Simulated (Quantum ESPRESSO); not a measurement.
Crystal: PtS2.

```xyz
3
Lattice="3.5432 0.0000 0.0000 -1.7716 3.0685 0.0000 0.0000 0.0000 5.0388" Properties=species:S:1:pos:R:3 pbc="T T T"
Pt    0.0000    0.0000    0.0000
S     1.7716    1.0228    3.8950
S     0.0000    2.0457    1.1438
```

Base run:

| Quantity | Value |
| --- | --- |
| Program | Quantum ESPRESSO 7.5 |
| Functional | PBEsol |
| Potentials or basis | GBRV 1.5 PBEsol |
| Cutoff | 612 eV |
| Density cutoff | 4898 eV |
| k mesh | 9 × 9 × 5 |
| Occupations | fermi-dirac, width 0.05 eV |
| Spin | no spin polarisation |
| Hubbard terms | Pt d U = 3 eV |

Its results: band gap on the k mesh 0.92 eV, indirect (least direct gap 0.99 eV); pressure 6.3 GPa; largest force 0.998 eV/Å.

Question: The run is repeated on the same cell with these changes: hubbard terms from Pt d U = 3 eV to Pt d U = 6 eV. What comes out?

Answer: Band gap on the k mesh 0.83 eV, indirect (least direct gap 0.95 eV); pressure 6.7 GPa; largest force 1.053 eV/Å.

Caveats: spin-orbit coupling is left out, which moves the levels of the heavy elements; an odd mesh through Γ misses points on the zone boundary, where band edges often lie; forces of over 1 eV/Å show positions far from the minimum, so gaps and moduli don't describe the material at rest (some runs).

Not every run made on this cell is shown here.
